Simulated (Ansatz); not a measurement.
6 guesses for CdSe and where they end

The calculation used DFT PBE, scalar-relativistic, plane waves, PAW in Ansatz 0.2.0. All cells share a 420 eV cutoff and Γ-centred k meshes spaced at most about 0.3 Å⁻¹ (about 0.25 or finer for metals, 2π included). No spin polarisation in the final relaxations.

Each guess was relaxed in cell and atoms at zero pressure, within the symmetry of its start. Temperature and zero-point effects are left out. Coordination counts Se atoms around Cd (those within 1.25 times the shortest such distance or 1.15 times the sum of covalent radii, 1.27 where that leaves under three).

| guess | made from | start group | V start (Å³/atom) | end group | V end (Å³/atom) | coordination at the end | gap on mesh (eV) | E over the lowest end (meV/atom) |
| --- | --- | --- | --- | --- | --- | --- | --- | --- |
| 1 | a cell as deposited in COD | P6_3mc | 28.1 | P6_3mc (wurtzite) | 29.8 | Cd 4 | 0.54 | 1 |
| 2 | random cell | P6/mmm | 25.4 | P6/mmm | 90.8 | Cd 2 | 0.22 | 941 |
| 3 | random cell | P4/mmm | 28.3 | P4/mmm | 24.4 | Cd 2 | 0 | 666 |
| 4 | PbSe type | Cmcm | 25.9 | ? | ? | ? | ? | ? |
| 5 | a Materials Project cell | F-43m | 28.9 | F-43m (zinc blende) | 29.7 | Cd 4 | 0.49 | 0 |
| 6 | a Materials Project cell | Fm-3m | 23.7 | Fm-3m (rock salt) | 23.6 | Cd 6 | 0 | 147 |

Guess 4 as it starts:

```
Cd Se
1.0
     2.06653   -5.88247    0.00000
     2.06653    5.88247    0.00000
     0.00000    0.00000    4.26803
Cd Se
2 2
Direct
  0.63176 0.36824 0.75000
  0.36824 0.63176 0.25000
  0.86129 0.13871 0.75000
  0.13871 0.86129 0.25000
```

Question: Fill in the missing row: what does this guess relax into, and where does it rank?

Answer: It ends in space group Cmcm (No. 63), with a = 3.940 Å, b = 14.758 Å, c = 3.952 Å, 28.7 Å³/atom and a gap of 0.19 eV. It lies 212 meV/atom over the lowest end, above guess 6 and below guess 3. Counting Se atoms around Cd, this end has Cd 5 and the lowest (guess 5) has Cd 4.

```
CELL_PARAMETERS angstrom
1.97024 -7.37924 0.00000
1.97024 7.37924 0.00000
0.00000 0.00000 3.95213
ATOMIC_POSITIONS crystal
Cd 0.67258 0.32742 0.75000
Cd 0.32742 0.67258 0.25000
Se 0.86037 0.13963 0.75000
Se 0.13963 0.86037 0.25000
```

Energies over the elements count from the elements' standard structures at the same level, with no fitted energy shifts.

Question: Is the lowest end bound against the elements?

Answer: Yes: its formation energy is −0.633 eV/atom. Whether it is stable depends on the other phases of the system, which aren't compared here.

For metals, differences of a few meV/atom aren't resolved. No dispersion correction is applied, so the spacing and binding between layers, chains or molecules are poorly described (Cmcm, P6/mmm), and this can change margins and order among such cells. Kohn–Sham gaps at this level usually fall short of measured ones. The zero gap of Fm-3m may come from the functional, which often closes small gaps. The reference form of Se is held partly by dispersion forces, which this level lacks. With atoms moved at random, F-43m came back. Other cells relaxed within their symmetry can be saddle points. Some types were kept out of the candidates beforehand, so the set may lack a known form.

Zinc blende and wurtzite are practically degenerate because both give Cd and Se the same tetrahedral sp³ bonding and differ only in how the layers stack. Bulk CdSe is normally wurtzite at ambient conditions, so the reversed order by 1 meV/atom probably reflects the functional's limited accuracy and shouldn't be read as a preference for zinc blende.

Rock salt costs 147 meV/atom but shrinks the volume from 29.7 to 23.6 Å³/atom, in keeping with its known role as the high-pressure form.

Energy doesn't simply follow coordination: the five-coordinate Cmcm end lies above six-coordinate rock salt. Its nearly equal a and c and long b reflect rock-salt-like double layers, in which each Cd has lost one neighbour. Unlike Pb(II), Cd(II) has no s² lone pair to occupy the open side, which probably helps explain why the PbSe-type start offers no advantage here. The relaxations don't establish a transition pressure or the barriers between these forms.
